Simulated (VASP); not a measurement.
**InP: single point with PBEsol**

Crystal: InP.

```
CELL_PARAMETERS angstrom
3.86019 0.00000 0.00000
0.00000 3.86019 0.00000
1.93010 1.93010 2.72957
ATOMIC_POSITIONS crystal
In 0.00000 0.00000 0.00000
P 0.50000 0.50000 0.00000
```

Measurements of this composition are mostly on another form, of space group No. 216.

The cell isn't the ideal one: bulk in the cell of the (1 0 0) plane.

```json
{
  "Program": "VASP 6.6.1",
  "Task": "single point",
  "Functional": "PBEsol",
  "Potentials or basis": "VASP PAW PBE potentials, release 64 (In_d, P)",
  "Cutoff": "520 eV",
  "k mesh": "9 × 9 × 13",
  "Occupations": "gaussian, width 0.1 eV",
  "Spin": "no spin polarisation"
}
```

| Item | Value |
| --- | --- |
| Pressure | 0.1 GPa |
| Band gap on the k mesh | none (metal or under the smearing width) |

Levels at points of the mesh, in eV from the Fermi level:
```
           k point  band 5  band 6  band 7  band 8  band 9  band 10  band 11  band 12  band 13  band 14
(0.00, 0.00, 0.00)  -14.16  -12.36   -0.31   -0.31   -0.31     0.82     7.07     7.07     7.07     8.66
```

Wall time 5.5 min on 1 thread of Intel(R) Xeon(R) Platinum 8488C (Sapphire Rapids), on a shared host, peak memory 0.43 GiB.

Caveat: the PAW data sets were made with another functional, which shifts forces and pressure a little; the real-space grid breaks the cell's symmetry a little.
